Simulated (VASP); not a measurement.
The system is ZrN.

```
CELL_PARAMETERS angstrom
0.00000 2.30000 2.30000
2.30000 0.00000 2.30000
2.30000 2.30000 0.00000
ATOMIC_POSITIONS crystal
Zr 0.00000 0.00000 0.00000
N 0.50000 0.50000 0.50000
```

The cell was built by a generator and needn't be a form met in nature.

```yaml
Program: VASP 6.6.1
Task: relaxation of cell and atoms
Functional: LDA
Potentials_or_basis: VASP PAW LDA potentials, release 64 (Zr_sv, N)
Cutoff: 600 eV
k_mesh: 14 × 14 × 14
Occupations: methfessel-paxton, width 0.1 eV
Spin: no spin polarisation
```

At the start: pressure -12.0 GPa; volume 12.17 Å³/atom.

**Question.** Where does the relaxation end?

**Answer.** Over 4 steps the energy falls by 21.8 meV/atom and the volume is 11.61 Å³/atom (-4.6 %); space group Fm-3m (No. 225, to 0.05 Å).

Step by step:
| step | energy change (eV) | largest force (eV/Å) | pressure (GPa) | volume (Å³) |
| --- | --- | --- | --- | --- |
| 1 | 0.0000 | 0.0000 | -11.99 | 24.33 |
| 2 | 0.1254 | 0.0000 | 29.97 | 21.27 |
| 3 | -0.0435 | 0.0000 | -0.37 | 23.25 |
| 4 | -0.0436 | 0.0000 | -0.05 | 23.22 |

Final structure:
```cif
data_structure
_symmetry_space_group_name_H-M 'P 1'
_symmetry_Int_Tables_number 1
_cell_length_a 3.2023
_cell_length_b 3.2023
_cell_length_c 3.2023
_cell_angle_alpha 60.000
_cell_angle_beta 60.000
_cell_angle_gamma 60.000
_cell_volume 23.22
loop_
_atom_site_label
_atom_site_type_symbol
_atom_site_fract_x
_atom_site_fract_y
_atom_site_fract_z
_atom_site_occupancy
Zr1 Zr 0.00000 0.00000 0.00000 1
N1 N 0.50000 0.50000 0.50000 1
```
